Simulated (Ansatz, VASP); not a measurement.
# CdS in VASP and in Ansatz

Contents of INCAR:

```
ALGO     = Normal         # electronic algorithm
EDIFF    = 1E-6           # SCF threshold, eV
ENCUT    = 520            # plane-wave cutoff, eV
GGA      = PS             # functional
ISIF     = 2              # what is computed and relaxed
ISMEAR   = -1             # smearing method
LASPH    = T              # aspherical terms in the spheres
LCHARG   = T              # write CHGCAR
LELF     = T              # ELF
LREAL    = F              # projectors in reciprocal space
LVHAR    = T            
LWAVE    = F              # write WAVECAR
NBANDS   = 16             # bands
NELM     = 80             # most SCF steps
PREC     = Accurate       # precision mode
SIGMA    = 0.02           # smearing width, eV
```

KPOINTS

```
k-points
0
Gamma
  7 7 7
```

Contents of POSCAR:

```
CdS
1.0
    0.0000000000      2.9135239302      2.9429534649
    2.9135239302      0.0000000000      2.9429534649
    2.9135239302      2.9135239302      0.0000000000
Cd S
1 1
Direct
    0.0000000000      0.0000000000      0.0000000000
    0.7500000000      0.7500000000      0.7500000000
```

Input for Ansatz:

```yaml
crystal:
  lattice:
    - [0.0, 2.9135239302, 2.9429534649]
    - [2.9135239302, 0.0, 2.9429534649]
    - [2.9135239302, 2.9135239302, 0.0]
  atoms:
    - { symbol: Cd, position: [0.0, 0.0, 0.0] }
    - { symbol: S, position: [0.75, 0.75, 0.75] }
kpoints:
  mp_grid: { grid: [7, 7, 7] }
  band_path:
    path:
      - [0.0, 0.0, 0.0]
      - [0.5, 0.0, 0.5]
      - [0.75, 0.25, 0.5]
      - [0.5, 0.5, 0.5]
      - [0.0, 0.0, 0.0]
      - [0.5, 0.5, 0.0]
      - [0.6274875, 0.6274875, 0.254975]
      - [0.3725125, 0.3725125, 0.745025]
      - [0.0, 0.0, 0.0]
    npoints: 5
scf:
  occupations: { method: fermi_dirac, width: 0.02 }
hamiltonian:
  xc: pbesol
  pseudopotentials: { kind: all_electron, lapw: { basis_error: 0.0005 } }
output:
  forces: true
  stress: true
  eigenvalues: true
```

Change from the starting cell: equal xx and yy strain of -1 %.

Alike in both runs: task single point; functional PBEsol; k mesh 7 × 7 × 7; occupations fermi-dirac, width 0.02 eV; no spin polarisation.

```csv
,VASP,Ansatz
version,VASP 6.6.1,Ansatz 0.2.0
potentials or method,"VASP PAW PBE potentials, release 64 (Cd, S)","all-electron LAPW, scalar-relativistic"
plane-wave cutoff (eV),520,see its input
```

|  | VASP | Ansatz | Ansatz less VASP |
| --- | --- | --- | --- |
| gap on the k mesh at the Fermi level (eV) | 0.98 | 0.98 | -0.004 |
| pressure (GPa) | -0.3 | -0.7 | -0.35 |
| largest component of the traceless stress (GPa) | 0.14 | 0.14 | +0.003 |

Ansatz ran all-electron here, so the differences hold the error of VASP's frozen core and of both bases.

Caveats: the PAW data sets were made with another functional, which shifts forces and pressure a little (VASP).
